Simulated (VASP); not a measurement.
# PtS2 (P-3m1) in VASP: band structure with PBE+D3(BJ)

Aim: the band structure of PtS2 with PBE+D3(BJ).

All numbers are computed with VASP 6.6.1; they aren't measurements. Logs are shortened: lines on timing, memory, paths and dates and some standing lists are left out, and cuts for length are marked.

### Step 1. Starting point

The structure is trigonal, space group P-3m1 (No. 164). Conventional cell: a = 3.579 Å, b = 3.579 Å, c = 4.681 Å, α = 90.00°, β = 90.00°, γ = 120.00°. Pt (site symmetry -3m) has 6 S at 2.39 Å as nearest neighbours. S (site symmetry 3m) has 3 Pt at 2.39 Å as nearest neighbours.

### Step 2. Band structure, PBE+D3(BJ)

Input file INCAR:

```
  ALGO = Fast
  EDIFF = 1E-6
  ENCUT = 520
  GGA = PE
  ICORELEVEL = 1
  ISIF = 2
  ISMEAR = 0
  IVDW = 12
  LASPH = T
  LCHARG = F
  LMAXMIX = 4
  LREAL = F
  LWAVE = F
  NBANDS = 18
  NELM = 80
  PREC = Accurate
  SIGMA = 0.03
```

Input file KPOINTS:

```
k-points
0
Gamma
  9 9 5
```

Input file POSCAR:

```
PtS2                                    
1.0
    3.5785957131      0.0000000000      0.0000000000
   -1.7892978565      3.0991547967      0.0000000000
    0.0000000000      0.0000000000      4.6806846406
  Pt              S             
     1     2
Direct
     0.0000000000000000    0.0000000000000000    0.0000000000000000
     0.3333333300000021    0.6666666699999979    0.2575685191591432
     0.6666666699999979    0.3333333300000021    0.7424314808408568
```

Input file KPOINTS_OPT:

```
explicit points
96
Reciprocal
 0.0000000000  0.0000000000  0.0000000000 1
 0.0555555556  0.0000000000  0.0000000000 1
 0.1111111111  0.0000000000  0.0000000000 1
 0.1666666667  0.0000000000  0.0000000000 1
 0.2222222222  0.0000000000  0.0000000000 1
 0.2777777778  0.0000000000  0.0000000000 1
 0.3333333333  0.0000000000  0.0000000000 1
 0.3888888889  0.0000000000  0.0000000000 1
 0.4444444444  0.0000000000  0.0000000000 1
 0.5000000000  0.0000000000  0.0000000000 1
 0.5000000000  0.0000000000  0.0000000000 1
 0.4814814815  0.0370370370  0.0000000000 1
 0.4629629630  0.0740740741  0.0000000000 1
 0.4444444444  0.1111111111  0.0000000000 1
 0.4259259259  0.1481481481  0.0000000000 1
 0.4074074074  0.1851851852  0.0000000000 1
 0.3888888889  0.2222222222  0.0000000000 1
 0.3703703703  0.2592592592  0.0000000000 1
 0.3518518518  0.2962962963  0.0000000000 1
 0.3333333333  0.3333333333  0.0000000000 1
 0.3333333333  0.3333333333  0.0000000000 1
 0.2962962963  0.2962962963  0.0000000000 1
 0.2592592592  0.2592592592  0.0000000000 1
 0.2222222222  0.2222222222  0.0000000000 1
 0.1851851852  0.1851851852  0.0000000000 1
 0.1481481481  0.1481481481  0.0000000000 1
 0.1111111111  0.1111111111  0.0000000000 1
 0.0740740741  0.0740740741  0.0000000000 1
 0.0370370370  0.0370370370  0.0000000000 1
 0.0000000000  0.0000000000  0.0000000000 1
 0.0000000000  0.0000000000  0.0000000000 1
 0.0000000000  0.0000000000  0.0555555556 1
 0.0000000000  0.0000000000  0.1111111111 1
 0.0000000000  0.0000000000  0.1666666667 1
 0.0000000000  0.0000000000  0.2222222222 1
 0.0000000000  0.0000000000  0.2777777778 1
 0.0000000000  0.0000000000  0.3333333333 1
 0.0000000000  0.0000000000  0.3888888889 1
 0.0000000000  0.0000000000  0.4444444444 1
 0.0000000000  0.0000000000  0.5000000000 1
 0.0000000000  0.0000000000  0.5000000000 1
 0.0555555556  0.0000000000  0.5000000000 1
 0.1111111111  0.0000000000  0.5000000000 1
 0.1666666667  0.0000000000  0.5000000000 1
 0.2222222222  0.0000000000  0.5000000000 1
 0.2777777778  0.0000000000  0.5000000000 1
 0.3333333333  0.0000000000  0.5000000000 1
 0.3888888889  0.0000000000  0.5000000000 1
 0.4444444444  0.0000000000  0.5000000000 1
 0.5000000000  0.0000000000  0.5000000000 1
 0.5000000000  0.0000000000  0.5000000000 1
 0.4814814815  0.0370370370  0.5000000000 1
 0.4629629630  0.0740740741  0.5000000000 1
 0.4444444444  0.1111111111  0.5000000000 1
 0.4259259259  0.1481481481  0.5000000000 1
 0.4074074074  0.1851851852  0.5000000000 1
 0.3888888889  0.2222222222  0.5000000000 1
 0.3703703703  0.2592592592  0.5000000000 1
 0.3518518518  0.2962962963  0.5000000000 1
 0.3333333333  0.3333333333  0.5000000000 1
 0.3333333333  0.3333333333  0.5000000000 1
 0.2962962963  0.2962962963  0.5000000000 1
 0.2592592592  0.2592592592  0.5000000000 1
 0.2222222222  0.2222222222  0.5000000000 1
 0.1851851852  0.1851851852  0.5000000000 1
 0.1481481481  0.1481481481  0.5000000000 1
 0.1111111111  0.1111111111  0.5000000000 1
 0.0740740741  0.0740740741  0.5000000000 1
 0.0370370370  0.0370370370  0.5000000000 1
 0.0000000000  0.0000000000  0.5000000000 1
 0.5000000000  0.0000000000  0.5000000000 1
 0.5000000000  0.0000000000  0.4444444444 1
 0.5000000000  0.0000000000  0.3888888889 1
 0.5000000000  0.0000000000  0.3333333333 1
 0.5000000000  0.0000000000  0.2777777778 1
 0.5000000000  0.0000000000  0.2222222222 1
 0.5000000000  0.0000000000  0.1666666667 1
 0.5000000000  0.0000000000  0.1111111111 1
 0.5000000000  0.0000000000  0.0555555556 1
 0.5000000000  0.0000000000  0.0000000000 1
 0.3333333333  0.3333333333  0.0000000000 1
 0.3333333333  0.3333333333  0.0555555556 1
 0.3333333333  0.3333333333  0.1111111111 1
 0.3333333333  0.3333333333  0.1666666667 1
 0.3333333333  0.3333333333  0.2222222222 1
 0.3333333333  0.3333333333  0.2777777778 1
 0.3333333333  0.3333333333  0.3333333333 1
 0.3333333333  0.3333333333  0.3888888889 1
 0.3333333333  0.3333333333  0.4444444444 1
 0.3333333333  0.3333333333  0.5000000000 1
 0.0000000000  0.0000000000  0.0000000000 1
 0.0000000000  0.0000000000  0.5000000000 1
 0.3333333333  0.3333333333  0.5000000000 1
 0.3333333333  0.3333333333  0.0000000000 1
 0.5000000000  0.0000000000  0.5000000000 1
 0.5000000000  0.0000000000  0.0000000000 1
```

Potentials or basis: VASP PAW PBE potentials, release 64 (Pt, S).

The run is started by

```console
$ cat potpaw_PBE.64/Pt/POTCAR potpaw_PBE.64/S/POTCAR > POTCAR
$ mpirun -np 1 vasp_std > vasp.out
```

OUTCAR:

```text
EDIFF = 1E-6
   ENCUT = 520
   GGA = PE
   ISIF = 2
   ISMEAR = 0
   IVDW = 12
   LASPH = T
   LREAL = F
   NELM = 80
   PREC = Accurate
 IVDW          = 12

 ion  position               nearest neighbor table
   1  0.000  0.000  0.000-   2 2.39   3 2.39   2 2.39   3 2.39   3 2.39   2 2.39
   2  0.333  0.667  0.258-   1 2.39   1 2.39   1 2.39
   3  0.667  0.333  0.742-   1 2.39   1 2.39   1 2.39

  LATTYP: Found a hexagonal cell.
 ALAT       =     3.5785957131
 C/A-ratio  =     1.3079668719

  Lattice vectors:

 A1 = (   3.5785957131,   0.0000000000,   0.0000000000)
 A2 = (  -1.7892978565,   3.0991547967,   0.0000000000)
 A3 = (   0.0000000000,   0.0000000000,   4.6806846406)

Analysis of symmetry for initial positions (statically):
=====================================================================
 Subroutine PRICEL returns:
 Original cell was already a primitive cell.

 Routine SETGRP: Setting up the symmetry group for a
 hexagonal supercell.

 Subroutine GETGRP returns: Found 12 space group operations
 (whereof 12 operations were pure point group operations)
 out of a pool of 24 trial point group operations.

The static configuration has the point symmetry D_3d.

Analysis of symmetry for dynamics (positions and initial velocities):
=====================================================================
 Subroutine PRICEL returns:
 Original cell was already a primitive cell.

 Routine SETGRP: Setting up the symmetry group for a
 hexagonal supercell.

 Subroutine GETGRP returns: Found 12 space group operations
 (whereof 12 operations were pure point group operations)
 out of a pool of 24 trial point group operations.

The dynamic configuration has the point symmetry D_3d.

 Subroutine INISYM returns: Found 12 space group operations
 (whereof 12 operations are pure point group operations),
 and found     1 'primitive' translations

----------------------------------------------------------------------------------------

                                     Primitive cell

  volume of cell :      51.9117

  direct lattice vectors                    reciprocal lattice vectors
     3.578595713  0.000000000  0.000000000     0.279439221  0.161334310  0.000000000
    -1.789297856  3.099154797  0.000000000     0.000000000  0.322668620  0.000000000
     0.000000000  0.000000000  4.680684641     0.000000000  0.000000000  0.213643960

  length of vectors
     3.578595713  3.578595712  4.680684641     0.322668619  0.322668620  0.213643960

  position of ions in fractional coordinates (direct lattice)
     0.000000000  0.000000000  0.000000000
     0.333333330  0.666666670  0.257568519
     0.666666670  0.333333330  0.742431481

  ion indices of the primitive-cell ions
   primitive index   ion index
                 1           1
                 2           2
                 3           3

----------------------------------------------------------------------------------------

 KPOINTS: k-points

Automatic generation of k-mesh.
 Grid dimensions read from file:
 generate k-points for:    9    9    5

 Generating k-lattice:

[... 21 lines left out ...]
  0.333333  0.000000  0.000000      6.000000
  0.444444  0.000000  0.000000      6.000000
  0.111111  0.111111  0.000000      6.000000
[... 16 lines left out ...]
  0.222222  0.111111  0.200000     12.000000
 -0.111111  0.333333  0.200000     12.000000
 [... further k-points ...]
   k-points           NKPTS =     50   k-points in BZ     NKDIM =     50   number of bands    NBANDS=     18
   number of dos      NEDOS =    301   number of ions     NIONS =      3
   total plane-waves  NPLWV =  28224
   dimension x,y,z NGX =    28 NGY =   28 NGZ =   36
   dimension x,y,z NGXF=    56 NGYF=   56 NGZF=   72
   ions per type =               1   2
   NGX,Y,Z   is equivalent  to a cutoff of  13.01, 13.01, 12.79 a.u.
   NGXF,Y,Z  is equivalent  to a cutoff of  26.02, 26.02, 25.57 a.u.
 SYSTEM =  unknown system
   PREC   = accura    normal or accurate (medium, high low for compatibility)
   ISTART =      0    job   : 0-new  1-cont  2-samecut
   ICHARG =      2    charge: 1-file 2-atom 10-const
   ISPIN  =      1    spin polarized calculation?
   LNONCOLLINEAR =      F non collinear calculations
   LSORBIT =      F    spin-orbit coupling
   LASPH  =      T    aspherical Exc in radial PAW
   ENCUT  =  520.0 eV  38.22 Ry    6.18 a.u.   6.65  6.65  8.70*2*pi/ulx,y,z
   NELM   =     80;   NELMIN=  2; NELMDL= -5     # of ELM steps
   EDIFF  = 0.1E-05   stopping-criterion for ELM
   LREAL  =      F    real-space projection
   EDIFFG = 0.1E-04   stopping-criterion for IOM
   NSW    =      0    number of steps for IOM
   IBRION =     -1    ionic relax: 0-MD 1-quasi-New 2-CG
   NFREE  =      0    steps in history (QN), initial steepest desc. (CG)
   ISIF   =      2    stress and relaxation
   ISYM   =      2    0-nonsym 1-usesym 2-fastsym
   POTIM  = 0.5000    time-step for ionic-motion
   TEBEG  =    0.0;   TEEND  =   0.0 temperature during run
   PSTRESS=    0.0 pullay stress
   NELECT =      22.0000    total number of electrons
   NUPDOWN=      -1.0000    fix difference up-down
   EMIN   =  10.00;   EMAX   =-10.00  energy-range for DOS
   EFERMI =   0.00;   METHOD = LEGACY
   ISMEAR =     0;   SIGMA  =   0.03  broadening in eV -4-tet -1-fermi 0-gaus
   EFERMI_NEDOS =   21; number of points for ismear=-14 and -15
   IALGO  =     68    algorithm
   IMIX   =      4    mixing-type and parameters
     AMIX     =   0.40;   BMIX     =  1.00
     AMIX_MAG =   1.60;   BMIX_MAG =  1.00
  volume/ion in A,a.u.               =      17.30       116.77
  Fermi-wavevector in a.u.,A,eV,Ry     =   1.229685  2.323768 20.573721  1.512126
  Thomas-Fermi vector in A             =   2.364563
   LORBIT       =      0    0 simple, 1 ext, 2 COOP (PROOUT), +10 PAW based schemes
   GGA     = PE    functional components
   LHFCALC =     F    Hartree Fock is set to
   AEXX    =    0.0000 exact exchange contribution
   IVDW    =    12    specifies the selected vdW correction
   LEPSILON=     F    determine dielectric tensor
   LRPA    =     F    only Hartree local field effects (RPA)
 non-spin polarized calculation
 RMM-DIIS sequential band-by-band and
 Gauss-broadening in eV      SIGMA  =   0.03
  energy-cutoff  :      520.00
  volume of cell :       51.91
 maximum number of plane-waves:      1416
 NGX is ok and might be reduce to    28
   NGX = 13   NGY = 13   NGZ = 17

 number of electron      21.9999996 magnetization

 Free energy of the ion-electron system (eV)
  ---------------------------------------------------
  ext. energy  EPLUGINS =         0.00000000
  ---------------------------------------------------
  free energy    TOTEN  =       -15.31842995 eV

  energy without entropy =      -15.31842980  energy(sigma->0) =      -15.31842987

 the core state eigenenergies are
   1-  1s -78391.9938  2s -13761.6755  2p -11921.9444  3s  -3225.5203  3p  -2690.0206
       3d  -2110.3973  4s   -685.8041  4p   -510.2463  4d   -297.3199  4f    -60.7259
       5s    -92.1491  5p    -46.2152
   2-  1s  -2392.9596  2s   -198.8710  2p   -143.6592
   3-  1s  -2392.9596  2s   -198.8710  2p   -143.6592

 E-fermi :   8.0392     XC(G=0): -11.0306

 val. band max:        7.9632199742   @ k =   0.0000   0.0000   0.0000
 cond. band min:       8.1292436734   @ k =  -0.1111   0.3333   0.4000
 fundamental gap:      0.1660236993
 Fermi energy:         8.0391718259

 k-point     1 :       0.0000    0.0000    0.0000
  band No.  band energies     occupation
      1      -8.0098      2.00000
      2      -4.6056      2.00000
      3       0.3141      2.00000
      4       0.8542      2.00000
      5       0.8542      2.00000
      6       3.6977      2.00000
[... 265 lines left out ...]
 k-point    14 :       0.1111    0.0000    0.2000
  band No.  band energies     occupation
      1      -7.6750      2.00000
      2      -5.1402      2.00000
      3       0.6711      2.00000
      4       1.0065      2.00000
      5       1.3587      2.00000
      6       3.4776      2.00000
      7       3.5046      2.00000
      8       5.1040      2.00000
      9       5.9503      2.00000
     10       6.0018      2.00000
     11       7.2875      2.00000

------------------------ aborting loop because EDIFF is reached ----------------------------------------

 Edisp (eV)   -1.35198

 E8    (eV) :    -0.5427

  FORCE on cell =-STRESS in cart. coord.  units (eV):
  Direction    XX          YY          ZZ          XY          YZ          ZX
  --------------------------------------------------------------------------------------
  -------------------------------------------------------------------------------------
  Total      -0.01696    -0.01696    -0.01346    -0.00000     0.00000    -0.00000
  in kB      -0.52356    -0.52356    -0.41552    -0.00000     0.00000    -0.00000
  external pressure =       -0.49 kB  Pullay stress =        0.00 kB

 VOLUME and BASIS-vectors are now :
 -----------------------------------------------------------------------------
  energy-cutoff  :      520.00
  volume of cell :       51.91
      direct lattice vectors                 reciprocal lattice vectors
     3.578595713  0.000000000  0.000000000     0.279439221  0.161334310  0.000000000
    -1.789297856  3.099154797  0.000000000     0.000000000  0.322668620  0.000000000
     0.000000000  0.000000000  4.680684641     0.000000000  0.000000000  0.213643960

 POSITION                                       TOTAL-FORCE (eV/Angst)
 -----------------------------------------------------------------------------------
      0.00000      0.00000      0.00000         0.000000      0.000000      0.000000
     -0.00000      2.06610      1.20560        -0.000000     -0.000000      0.004441
      1.78930      1.03305      3.47509         0.000000      0.000000     -0.004441
 -----------------------------------------------------------------------------------
    total drift:                                0.000000      0.000000     -0.000000

  FREE ENERGIE OF THE ION-ELECTRON SYSTEM (eV)
  ---------------------------------------------------
  free  energy   TOTEN  =       -16.6704139419 eV

  energy  without entropy=      -16.6704137929  energy(sigma->0) =      -16.67041387
```

Wall time 35 s (1 thread of Intel Xeon 6975P-C (Granite Rapids), shared host); peak memory 0.23 GiB.

What came out:

```yaml
Free_energy: -16.6704 eV
Pressure: 0.0 GPa
Largest_force: 0.004 eV/Å
Band_gap_on_the_k_mesh: 0.17 eV, indirect (least direct gap 0.94 eV)
Band_gap_along_the_path: 0.02 eV, indirect (least direct gap 1.06 eV)
Dispersion_energy_per_atom: -0.451 eV
```

Forces on the atoms (eV/Å):
```
Pt   0.000  0.000  0.000
S    0.000  0.000  0.004
S    0.000  0.000 -0.004
```

Levels at the corners of the path, in eV from the valence-band top:
```tsv
point	band 9	band 10	band 11	band 12	band 13	band 14
Γ	-1.62	-1.62	0.00	1.18	1.18	3.63
M	-3.62	-3.53	-2.98	0.76	2.27	5.23
M	-3.62	-3.53	-2.98	0.76	2.27	5.23
K	-2.85	-1.92	-1.92	0.17	0.17	4.42
K	-2.85	-1.92	-1.92	0.17	0.17	4.42
Γ	-1.62	-1.62	0.00	1.18	1.18	3.63
Γ	-1.62	-1.62	0.00	1.18	1.18	3.63
A	-2.13	-2.13	-1.55	2.23	2.23	5.26
A	-2.13	-2.13	-1.55	2.23	2.23	5.26
L	-3.27	-3.21	-1.58	0.78	1.63	4.86
L	-3.27	-3.21	-1.58	0.78	1.63	4.86
H	-3.83	-2.57	-2.57	1.96	1.96	6.68
H	-3.83	-2.57	-2.57	1.96	1.96	6.68
A	-2.13	-2.13	-1.55	2.23	2.23	5.26
L	-3.27	-3.21	-1.58	0.78	1.63	4.86
M	-3.62	-3.53	-2.98	0.76	2.27	5.23
K	-2.85	-1.92	-1.92	0.17	0.17	4.42
H	-3.83	-2.57	-2.57	1.96	1.96	6.68
```

Core levels (eV, on the scale of the bands):
```
atom                                                                                                                                    levels
1 Pt  1s -78392.0, 2s -13761.7, 2p -11921.9, 3s -3225.5, 3p -2690.0, 3d -2110.4, 4s -685.8, 4p -510.2, 4d -297.3, 4f -60.7, 5s -92.1, 5p -46.2
 2 S                                                                                                          1s -2393.0, 2s -198.9, 2p -143.7
 3 S                                                                                                          1s -2393.0, 2s -198.9, 2p -143.7
```

Caveat: spin-orbit coupling is left out, which moves the levels of the heavy elements; the mesh misses the band edges, which the band path finds closer together. A hybrid or GW would open this gap; PBE tends to underestimate it.
